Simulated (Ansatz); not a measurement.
Abridged Ansatz (an electronic-structure program) output:

```
Relaxation: its limit of steps is 60 (relax.max_steps)
Pseudopotential: Te, paw, valence charge 16
Pseudopotential: Zn, paw, valence charge 12
Crystal: 2 atoms, lattice volume = 48.924 Å³
Basis set: ecut = 420 eV, 941 PW (Γ), exchange–correlation on 60×60×60 points (8 copies of the dense FFT grid, shifted against one another)
Bands: 18, of which v1, the nominal top of the filled ones, is band 14 counted from 1 (13 counted from 0)
Symmetry: 24 space group operations
k-points: 35 of 729 (time reversal used)
Functional: x = pbesol(κ = 0.804, μ = 0.12345679012345678), c = pbesol(β = 0.046)
SCF iter   1: F=—  HF=-10183.056416 eV  |F-HF|=—  |Δ(HF+E_count)|=         —  Δρ=3.54e-3  dr2=4.70e-3  ethr=1.77e-3  ⟨swp⟩=5.7  Hψ=3359  notcnv=0
SCF iter   2: F=—  HF=-10183.054254 eV  |F-HF|=—  |Δ(HF+E_count)|=   2.16e-3  Δρ=1.41e-3  dr2=7.01e-4  ethr=1.68e-5  ⟨swp⟩=2.0  Hψ=1356  notcnv=0
SCF 1 converged in 6 iterations: F = -10183.053980 eV  dr2 = 2.19e-8
relax step   1: F+E_penalty+E_count = -10183.05398044 eV  Δ(F+E_penalty+E_count) = +0.000e0 eV  max|allowed force component| = 1.272e-16 eV/Å  Δτ_max = 0.0000 Å  P = +8.989 GPa  Ω = 48.924 Å³  (6 SCF iters, dr2 threshold 1.00e-7 eV, accepted)
[... steps on the carried basis left out ...]
relax step   7: F+E_penalty+E_count = -10182.84490102 eV  Δ(F+E_penalty+E_count) = +8.467e-6 eV  max|allowed force component| = 4.163e-17 eV/Å  Δτ_max = 0.0000 Å  P = +15.000 GPa  Ω = 46.096 Å³  stress off target by 3.44e-4 GPa  SCF on the basis re-selected at this cell (its energy is not comparable with the rows above)  (5 SCF iters)
SCF converged after 5 iterations
Free energy (F): -10182.844901 eV
Internal energy: -10182.844901 eV  (E = F + TS)
E sigma→0 (E₀):  -10182.844901 eV
Fermi energy:    10.864291 eV
--- Forces (eV/Å), atoms counted from 1 ---
  atom   1  Te     0.00000000    -0.00000000    -0.00000000
  atom   2  Zn    -0.00000000     0.00000000     0.00000000
--- Stress (GPa, compression-positive) ---
       14.999656      -0.000000       0.000000
       -0.000000      14.999656      -0.000000
        0.000000       0.000000      14.999656
  P = ⅓ Tr σ = 14.9997 GPa (149.997 kbar)
--- Relaxed structure (5 steps of the walk, 5 accepted, 2 SCFs on fresh bases) ---
  cell:  # Å, volume = 46.0958 Å³
    - [1.019107558935903e-33, 2.845840363635835, 2.845840363635835]
    - [2.845840363635835, -2.292900837675717e-33, 2.845840363635835]
    - [2.845840363635835, 2.845840363635835, 6.472731362032374e-33]
  atoms:
    - { symbol: Te, position: [0.7499999999999999, 0.7499999999999999, 0.7499999999999999] }
    - { symbol: Zn, position: [2.1893954312529806e-33, -1.8797839561262965e-33, -2.0567047990558302e-33] }
```

Problem. What was computed, and what are the main results?

Solution. ZnTe, 2 atoms in the cell, with PBEsol (Ansatz), spin-orbit coupling left out, from a series relaxed to a target (pressure 15 GPa). The last SCF converged to F = -10182.844901 eV, or -5091.4225 eV per atom, at a pressure of 15.00 GPa. The total energy compares only with runs of the same code, potentials and settings.

Spin-orbit coupling, missing from the scalar runs, can matter with Te. Load acts through the strain it causes; cell and atoms are relaxed under it. No phonon test of stability was made. Measured, ZnTe leaves this structure (for cinnabar) near 9.5 GPa (temperature not stated; as listed in Datta, Sujoy, Jana, Debnarayan, arXiv (2020)), on rising pressure, with hysteresis. The cell was made from ZnTe in the zinc blende structure (space group F-43m, No. 216) by this change: pressure 15 GPa.

Keys are those of Ansatz 0.2.
